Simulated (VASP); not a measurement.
# HF on the (1 1 1) face of Pd, part 2 of 5

Aim: how strongly HF binds to the (1 1 1) face of Pd, and how it shifts the vacuum level. The molecule starts over a bridge site, tilted. The start is a cell from a database of measured crystal structures.

VASP 6.6.1, plane waves and PAW; the level of theory is named at each step.

So far. Step 2 (Relaxing the slab): The run ended after 9 ionic steps, 0.088 eV below its first step, once the forces on the free atoms met EDIFFG = -0.03.

### Step 3. Vacuum level and density of states

Level of this step: PBE; plane waves and PAW (Pd) (VASP).

A static run writes the electrostatic potential without exchange and correlation (LVHAR), which is flat in the vacuum and gives the level to count from. The dipole correction cancels the field that unlike faces would set up across the vacuum.

Contents of INCAR:

```
SYSTEM = Pd
PREC = Normal
ENCUT = 400
EDIFF = 1E-06
NELM = 120
ISMEAR = 1
SIGMA = 0.05
LREAL = Auto
ALGO = Fast
GGA = PE
NBANDS = 90
LORBIT = 11
LWAVE = .FALSE.
LCHARG = .TRUE.
IDIPOL = 3
LDIPOL = .TRUE.
DIPOL = 0.5 0.5 0.455
LVHAR = .TRUE.
LVACPOTAV = .TRUE.
LELF = .TRUE.
NEDOS = 1500
```

Contents of POSCAR:

```
Pd
1.0
    5.5010079149      0.0000000000      0.0000000000
   -2.7505039575      4.7640126007      0.0000000000
    0.0000000000      0.0000000000     22.7185541542
Pd
12
Direct
    0.3333333300      0.1666666700      0.3530154200
    0.3333333300      0.6666666700      0.3530154200
    0.8333333300      0.1666666700      0.3530154200
    0.8333333300      0.6666666700      0.3530154200
    0.6666666700      0.3333333300      0.4549710472
    0.6666666700      0.8333333300      0.4549710472
    0.1666666700      0.3333333300      0.4549710472
    0.1666666700      0.8333333300      0.4549710472
    0.0000000000      0.5000000000      0.5570054391
    0.0000000000      0.0000000000      0.5570054391
    0.5000000000      0.5000000000      0.5570054391
    0.5000000000      0.0000000000      0.5570054391
```

Contents of KPOINTS:

```
Automatic mesh
0
Gamma
4 4 1
0 0 0
```

PAW data sets: Pd (PBE family, release 64).

Launch:

```bash
$ mpirun -np 4 vasp_std
```

Output:

```text
[banner, memory and clock lines left out]
running    4 mpi-ranks, on    1 nodes
 distrk:  each k-point on    4 cores,    1 groups
 distr:  one band on    1 cores,    4 groups

 POSCAR found type information on POSCAR Pd
 POSCAR found :  1 types and      12 ions
 LDA part: xc-table for (Slater+PW92), standard interpolation
|                                                                             |
|           W    W    AA    RRRRR   N    N  II  N    N   GGGG   !!!           |
|           W    W   A  A   R    R  NN   N  II  NN   N  G    G  !!!           |
|           W    W  A    A  R    R  N N  N  II  N N  N  G       !!!           |
|           W WW W  AAAAAA  RRRRR   N  N N  II  N  N N  G  GGG   !            |
|           WW  WW  A    A  R   R   N   NN  II  N   NN  G    G                |
|           W    W  A    A  R    R  N    N  II  N    N   GGGG   !!!           |
|                                                                             |
|     The number of bands has been changed from the values supplied in        |
|     The orbitals not found in the WAVECAR file will be initialized with     |
|     random numbers, which is usually adequate. For correlated               |
|     calculations, however, you should redo the groundstate calculation.     |
|     I found NBANDS = 90. Now, NBANDS = 92.                                  |
|                                                                             |

 POSCAR, INCAR and KPOINTS ok, starting setup
 FFT: planning ... GRIDC
 FFT: planning ... GRID_SOFT
 FFT: planning ... GRID
 WAVECAR not read
 entering main loop
       N       E                     dE             d eps       ncg     rms          rms(c)
DAV:   1     0.659253109290E+03    0.65925E+03   -0.44845E+04   736   0.886E+02
DAV:   2    -0.321945346920E+02   -0.69145E+03   -0.64582E+03   840   0.224E+02
DAV:   3    -0.604588918772E+02   -0.28264E+02   -0.27177E+02   808   0.446E+01
DAV:   4    -0.609124664648E+02   -0.45357E+00   -0.45314E+00   936   0.582E+00
DAV:   5    -0.609236241330E+02   -0.11158E-01   -0.11157E-01   940   0.860E-01    0.213E+01
RMM:   6    -0.586331494269E+02    0.22905E+01   -0.73704E+00   779   0.908E+00    0.121E+01
RMM:   7    -0.637569034113E+02   -0.51238E+01   -0.69163E+00   780   0.782E+00    0.210E+01
RMM:   8    -0.587919352302E+02    0.49650E+01   -0.21036E+00   791   0.467E+00    0.853E+00
RMM:   9    -0.636867312025E+02   -0.48948E+01   -0.19980E+00   886   0.371E+00    0.176E+01
RMM:  10    -0.586319255540E+02    0.50548E+01   -0.10889E+00   859   0.290E+00    0.732E+00
RMM:  11    -0.581244229382E+02    0.50750E+00   -0.34157E-01   818   0.173E+00    0.209E+00
RMM:  12    -0.580998220951E+02    0.24601E-01   -0.35701E-02   819   0.513E-01    0.153E+00
RMM:  13    -0.580841548458E+02    0.15667E-01   -0.50678E-03   820   0.234E-01    0.668E-01
RMM:  14    -0.580798929223E+02    0.42619E-02   -0.32165E-03   853   0.165E-01    0.581E-01
RMM:  15    -0.580777219531E+02    0.21710E-02   -0.91375E-04   878   0.849E-02    0.229E-01
RMM:  16    -0.580778139195E+02   -0.91966E-04   -0.41885E-04   899   0.580E-02    0.239E-01
RMM:  17    -0.580776807397E+02    0.13318E-03   -0.31676E-04   909   0.466E-02    0.129E-01
RMM:  18    -0.580779477188E+02   -0.26698E-03   -0.13498E-04   899   0.303E-02    0.667E-02
RMM:  19    -0.580785880247E+02   -0.64031E-03   -0.64895E-05   914   0.203E-02    0.401E-02
RMM:  20    -0.580788268875E+02   -0.23886E-03   -0.16316E-05   840   0.901E-03    0.409E-02
RMM:  21    -0.580789820545E+02   -0.15517E-03   -0.12093E-05   884   0.878E-03    0.146E-02
RMM:  22    -0.580790651805E+02   -0.83126E-04   -0.41822E-06   745   0.575E-03    0.121E-02
RMM:  23    -0.580790776508E+02   -0.12470E-04   -0.71453E-07   613   0.240E-03    0.219E-03
RMM:  24    -0.580790973414E+02   -0.19691E-04   -0.61473E-07   645   0.210E-03    0.721E-03
RMM:  25    -0.580791023460E+02   -0.50046E-05   -0.18790E-07   561   0.116E-03    0.346E-03
RMM:  26    -0.580791044995E+02   -0.21535E-05   -0.98204E-08   525   0.867E-04    0.867E-04
RMM:  27    -0.580791093726E+02   -0.48731E-05   -0.49850E-08   478   0.683E-04    0.676E-04
RMM:  28    -0.580791123798E+02   -0.30071E-05   -0.31628E-08   408   0.585E-04    0.594E-04
RMM:  29    -0.580791137304E+02   -0.13506E-05   -0.17784E-08   366   0.510E-04    0.518E-04
RMM:  30    -0.580791139004E+02   -0.16995E-06   -0.14503E-09   277   0.416E-04
|                                                                             |
|           W    W    AA    RRRRR   N    N  II  N    N   GGGG   !!!           |
|           W    W   A  A   R    R  NN   N  II  NN   N  G    G  !!!           |
|           W    W  A    A  R    R  N N  N  II  N N  N  G       !!!           |
|           W WW W  AAAAAA  RRRRR   N  N N  II  N  N N  G  GGG   !            |
|           WW  WW  A    A  R   R   N   NN  II  N   NN  G    G                |
|           W    W  A    A  R    R  N    N  II  N    N   GGGG   !!!           |
|                                                                             |
|     Did not find any points to average over, which means that no vacuum     |
|     field-free region was found. Please increase the size of  your cell     |
|     in the dimension of the dipole correction to obtain accurate            |
|     workfunction values.                                                    |
|                                                                             |

   1 F= -.58079114E+02 E0= -.58079787E+02  d E =0.201924E-02
```

Wall time 35 s (4 MPI ranks of AMD EPYC 9R14 (Zen 4), shared host); peak memory 0.67 GiB.

Parts of OUTCAR (step 3):

```text
 Subroutine GETGRP returns: Found  6 space group operations
 (whereof  6 operations were pure point group operations)

The static configuration has the point symmetry C_3v.

 Found      4 irreducible k-points:

   k-points           NKPTS =      4   k-points in BZ     NKDIM =      4   number of bands    NBANDS=     92

   NELECT =     120.0000    total number of electrons

 dipolmoment           0.000000      0.000000      0.000014 electrons x Angstroem

 E-fermi :  -0.9546

 k-point     1 :       0.0000    0.0000    0.0000
  band No.  band energies     occupation
    ...
     49      -0.9876      1.89025
     50      -0.9876      1.89025
     51      -0.9876      1.89023
     52      -0.9674      1.41671
     53      -0.9674      1.41665
     54      -0.7921     -0.00004
     55      -0.7854     -0.00002
     56      -0.7854     -0.00002
     57      -0.7854     -0.00002
     58      -0.5513     -0.00000
    ...

 k-point     2 :       0.2500   -0.0000    0.0000
  band No.  band energies     occupation
    ...
     55      -1.0891      2.00095
     56      -1.0001      2.02614
     57      -1.0001      2.02613
     58      -0.9904      1.93045
     59      -0.9629      1.27579
     60      -0.8776     -0.05177
     61      -0.7584     -0.00000
     62      -0.7584     -0.00000
     63      -0.7444     -0.00000
     64       0.1283      0.00000
    ...

  Total       -5.4584927     -5.4584927     -0.9392295      0.0000000      0.0000000     -0.0000000
  in kB      -14.6888386    -14.6888386     -2.5274726      0.0000000      0.0000000     -0.0000000
  external PRESSURE =     -10.6350499 kB  Pullay stress =       0.0000000 kB

 POSITION                                       TOTAL-FORCE (eV/Angst)
 -----------------------------------------------------------------------------------
      1.37525      0.79400      8.02000        -0.000000     -0.000000      0.012270
     -0.00000      3.17601      8.02000         0.000000     -0.000000      0.012270
      4.12576      0.79400      8.02000        -0.000000     -0.000000      0.012270
      2.75050      3.17601      8.02000        -0.000000     -0.000000      0.012270
      2.75050      1.58800     10.33628         0.000000      0.000000      0.001368
      1.37525      3.97001     10.33628        -0.000000      0.000000      0.001368
      0.00000      1.58800     10.33628         0.000000     -0.000000      0.001368
     -1.37525      3.97001     10.33628        -0.000000      0.000000      0.001368
     -1.37525      2.38201     12.65436         0.000000     -0.000000     -0.013638
      0.00000      0.00000     12.65436         0.000000      0.000000     -0.013638
      1.37525      2.38201     12.65436         0.000000      0.000000     -0.013638
      2.75050      0.00000     12.65436         0.000000      0.000000     -0.013638
 -----------------------------------------------------------------------------------
    total drift:                               -0.000000     -0.000000     -0.055993

  FREE ENERGIE OF THE ION-ELECTRON SYSTEM (eV)
  ---------------------------------------------------
  free  energy   TOTEN  =       -58.0791139004 eV

  energy  without entropy=      -58.0811331369  energy(sigma->0) =      -58.07978698

 vacuum level on the upper side and lower side of the slab         4.504         4.504

 total charge
# of ion       s       p       d       tot
------------------------------------------
    1        0.464   0.332   8.490   9.287
    2        0.464   0.332   8.490   9.287
    3        0.464   0.332   8.490   9.287
    4        0.464   0.332   8.490   9.287
    5        0.456   0.440   8.461   9.358
    6        0.456   0.440   8.461   9.358
    7        0.456   0.440   8.461   9.358
    8        0.456   0.440   8.461   9.358
    9        0.464   0.332   8.490   9.286
   10        0.464   0.332   8.490   9.286
   11        0.464   0.332   8.490   9.286
   12        0.464   0.332   8.490   9.286
--------------------------------------------------
tot          5.536   4.420 101.766 111.721

[... 5 parts as in an earlier step ...]

[... 4 further parts left out ...]
```

The DOS at the Fermi level is high for the number of transition-metal atoms. It is one value on this mesh and may be a narrow spike; if it stands, a magnetic instability is possible, which a run without spin can't show.

Numbers from this step:

- electronic cycles: 30
- Fermi energy: -0.9546 eV
- DOS at the Fermi level: 61.02 states/eV/cell
- dipole moment: 0, 0, 1.40e-5 e·Å
- vacuum levels: 4.504, 4.504 eV
- work functions of the upper and lower face: 5.459, 5.459 eV

The density of states has structure finer than the step of the table below, so its rows give means over 1 eV, whole bins alone (the curve runs from -6.97 to 8.00 eV). Peaks (eV: height): total -3.8: 66.7, -2.7: 66.5, -1.0: 71.1, 0.0: 105; Pd s -5.7: 7.92, -4.8: 7.77, -4.4: 7.76, 7.7: 7.69; Pd p 2.6: 8.28, 3.6: 12.7, 5.3: 13.4, 6.3: 6.52; Pd d -2.7: 58.8, -2.2: 57.0, -1.0: 64.9, 0.0: 93.6.

Table of density of states by energy, zero at the Fermi level; means over each step; values in states/eV/cell:

```csv
energy (eV),total,Pd s,Pd p,Pd d
-6,0.898,0.603,0.0543,0.0208
-5,3.08,0.980,0.194,1.44
-4,22.7,2.25,1.04,17.2
-3,21.4,0.403,0.946,18.6
-2,28.0,0.662,1.27,24.3
-1,25.1,0.367,0.672,22.6
0,26.2,0.559,0.608,23.9
1,2.91,0.568,0.624,1.00
2,2.00,0.291,0.528,0.525
3,3.11,0.311,0.963,1.17
4,5.94,0.724,2.10,1.41
5,3.14,0.0929,1.35,0.664
6,6.23,0.328,0.948,0.706
7,4.94,0.308,0.679,0.500
```

Zero at the Fermi level. The planar average of the electrostatic potential by height:

```csv
height (Å),planar average of the electrostatic potential (eV)
0,5.46
1,5.46
2,5.46
3,5.46
4,5.46
5,5.44
6,5.24
7,2.02
8,-20.1
9,0.740
10,-16.1
11,-6.65
12,-6.67
13,-15.7
14,4.04
15,5.37
16,5.45
17,5.46
18,5.46
19,5.46
20,5.46
21,5.46
22,5.46
```

Density of states in the PAW spheres, an atom over height of the layer and energy from the Fermi level.

Ten even steps from '0' (0.00 states/eV) to '9' (3.07 states/eV), each cell a mean:
```
222
898
777
737
959
444
959
565
797
434
353
585
373
131
000
000
000
000
000
000
000
000
```
Columns: height of the layer (Å) from 8 to 12.7; rows upwards: energy from the Fermi level (eV) from -7.9 to 0.5.

ELF in the ca plane at fractional y = 0.000, with atoms of Pd within 0.2 Å of it. It is the smooth field of the valence electrons, not physical close to the nuclei.

Ten even steps from '0' (0.00) to '9' (0.29), each cell a mean:
```
00000001000013567776555677788101685210000000
00000000091123567886666887679646974210000000
00000000150013579988768889767788764210020000
00000000140123589878778889766777754210010000
00000000020123579988768989767888764210010000
00000000000013567876656787679646974210010000
00000000000013567776555677788101685312400000
00000001000013567876555677787000585310000000
00000000071113567776556776689313874210000000
00000000010013578987667888668878864210010000
00000000290123589888778889766777754210000000
00000000010123589888778889766788754210020000
00000000010123578987667888668878864210000000
00000000000013567776556776689313874210010000
00000000000013567876555677787000585312400000
```
Columns run along c (16.0 Å, from fractional 0.07 to 0.78 of the cell), rows up along a (5.5 Å). Atoms in or near the plane, at fractional coordinates: Pd at (0.56, 0.00), Pd at (0.56, 0.50).

Electrostatic potential energy in the ca plane at fractional y = 0.000, with atoms of Pd within 0.2 Å of it. With pseudopotentials it is smooth inside the atoms' cores, unlike the true potential.

Values in eV, 8 rows by 16 columns, each cell a mean:
```
  5   5   5   4   4   3  -2   2  -1   0 -24 -40  -1   4   4   5
  5   5   5   4   4   0 -21  -2 -16  -9  -2  -6   3   4   4   5
  5   5   5   4   4   1 -15  -1 -11  -6  -6 -14   2   4   4   5
  5   5   5   4   4   3   0   2   1   1 -29 -44  -2   4   4   5
  5   5   5   4   4   3  -2   2  -1   0 -24 -40  -1   4   4   5
  5   5   5   4   4   0 -21  -2 -16  -9  -2  -6   3   4   4   5
  5   5   5   4   4   1 -15  -1 -11  -6  -6 -14   2   4   4   5
  5   5   5   4   4   3   0   2   1   1 -29 -44  -2   4   4   5
```
Columns run along c (16.0 Å, from fractional 0.07 to 0.78 of the cell; values clipped at the 3rd and 97th percentile), rows up along a (5.5 Å). Atoms in or near the plane, at fractional coordinates: Pd at (0.56, 0.00), Pd at (0.56, 0.50).

Valence density in the ca plane at fractional y = 0.000, with atoms of Pd within 0.2 Å of it. It is the smooth field of the valence electrons, not physical close to the nuclei.

Ten steps, logarithmic in the rise over the least value, from '0' (0.0 e/Å³) to '9' (5.5 e/Å³), each cell a mean:
```
00000000000000123333222333346899742100000000
00000000000000123444333444335677632000000000
00000000000000134555334565433455421000000000
00000000000000235665434665433343321000000000
00000000000000134554334565433455421000000000
00000000000000123443333444335677632000000000
00000000000000123333222333346899742100000000
00000000000000122333222333346899852100000000
00000000000000123443223343335788742000000000
00000000000000134554334554334566531000000000
00000000000000235665434665433344321000000000
00000000000000135665434665433344321000000000
00000000000000134554334554334566531000000000
00000000000000123443223343335788742000000000
00000000000000122333222333346899852100000000
```
Columns run along c (16.0 Å, from fractional 0.07 to 0.78 of the cell), rows up along a (5.5 Å). Atoms in or near the plane, at fractional coordinates: Pd at (0.56, 0.00), Pd at (0.56, 0.50).

The map of layer states is cut here 0.5 eV above the Fermi level, so it leaves out the states above that.

The vacuum level lies 5.46 eV above the Fermi level at the upper face; both faces agree, as the slab has next to no dipole.

The program found no field-free point at its default tolerance, but its printed level agrees with the flat part of the planar average.

On this mesh the fine structure of the density of states is sampling noise, and high empty states may be cut by the number of bands.

(Continued in part 3 of 5.)

[Lines on the potential files, build, host, timing and source positions are cut from VASP's logs without a mark.]

[Logs are printed without paths, hosts, clocks, repeated set-up lines and the standing remarks that a program may print on its own settings, such as how far it seeks lower states.]

[Hosts, paths, dates, database ids (printed as entryN), source tags and the programs' standing remarks are cut or masked in the printed files.]

[Runs that stopped without an error message from VASP are left out.]
